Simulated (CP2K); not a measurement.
Here is a CP2K 2026.2 calculation.

Contents of zr_scf.inp:

```
&GLOBAL
  PROJECT zr_scf
  RUN_TYPE ENERGY_FORCE
  PRINT_LEVEL LOW
&END GLOBAL
&FORCE_EVAL
  METHOD QS
  STRESS_TENSOR ANALYTICAL
  &DFT
    BASIS_SET_FILE_NAME BASIS_MOLOPT_UZH
    POTENTIAL_FILE_NAME POTENTIAL_UZH
    &MGRID
      CUTOFF 450
      REL_CUTOFF 60
      NGRIDS 4
    &END MGRID
    &QS
      METHOD GPW
      EPS_DEFAULT 1.0E-10
    &END QS
    &KPOINTS
      SCHEME MONKHORST-PACK 9 9 5
      GAMMA_CENTERED T
      SYMMETRY T
      SYMMETRY_BACKEND SPGLIB
    &END KPOINTS
    &SCF
      SCF_GUESS ATOMIC
      EPS_SCF 1.0E-6
      MAX_SCF 100
      ADDED_MOS 16
      CHOLESKY OFF
      EPS_EIGVAL 1.0E-7
      &DIAGONALIZATION ON
        ALGORITHM STANDARD
      &END DIAGONALIZATION
      &MIXING ON
        METHOD BROYDEN_MIXING
        ALPHA 0.4
        BETA 1.5
        NBUFFER 8
      &END MIXING
      &SMEAR ON
        METHOD GAUSSIAN
        SIGMA [eV] 0.02
      &END SMEAR
    &END SCF
    &XC
      &XC_FUNCTIONAL
        &GGA_X_PBE
        &END GGA_X_PBE
        &GGA_C_PBE
        &END GGA_C_PBE
      &END XC_FUNCTIONAL
    &END XC
    &PRINT
      &KPOINTS ON
      &END KPOINTS
      &MULLIKEN ON
      &END MULLIKEN
      &MO ON
        ENERGIES T
        OCCUPATION_NUMBERS T
        &EACH
          QS_SCF 0
        &END EACH
        ADD_LAST NUMERIC
      &END MO
      &E_DENSITY_CUBE ON
        STRIDE 1
      &END E_DENSITY_CUBE
      &V_HARTREE_CUBE ON
        STRIDE 1
      &END V_HARTREE_CUBE
      &ELF_CUBE ON
        STRIDE 1
      &END ELF_CUBE
    &END PRINT
  &END DFT
  &SUBSYS
    &CELL
      ABC 3.2320000000 3.2320000000 5.1470000000
      ALPHA_BETA_GAMMA 90.0000000000 90.0000000000 120.0000000003
      PERIODIC XYZ
    &END CELL
    &COORD
      SCALED
      Zr  0.6666666667 0.3333333333 0.7500000000
      Zr  0.3333333333 0.6666666667 0.2500000000
    &END COORD
    &KIND Zr
      BASIS_SET TZVP-MOLOPT-PBE-GTH-q12
      POTENTIAL GTH-PBE-q12
    &END KIND
    &PRINT
      &ATOMIC_COORDINATES ON
      &END ATOMIC_COORDINATES
      &CELL ON
      &END CELL
    &END PRINT
  &END SUBSYS
  &PRINT
    &FORCES ON
    &END FORCES
    &STRESS_TENSOR ON
    &END STRESS_TENSOR
  &END PRINT
&END FORCE_EVAL
```

Potentials or basis: POTENTIAL_UZH Zr GTH-PBE-q12; TZVP-MOLOPT-PBE-GTH basis.

The run is started by

```bash
$ OMP_NUM_THREADS=1 cp2k.psmp -i zr_scf.inp -o zr_scf.out
```

(1) What does it give for the pressure?

(2) Estimate the band gap on the k mesh.

Results:

(1) 1.3 GPa.

(2) none (metal or under the smearing width).

Caveat: the basis of atomic orbitals isn't converged, which shifts pressures, moduli and gaps.
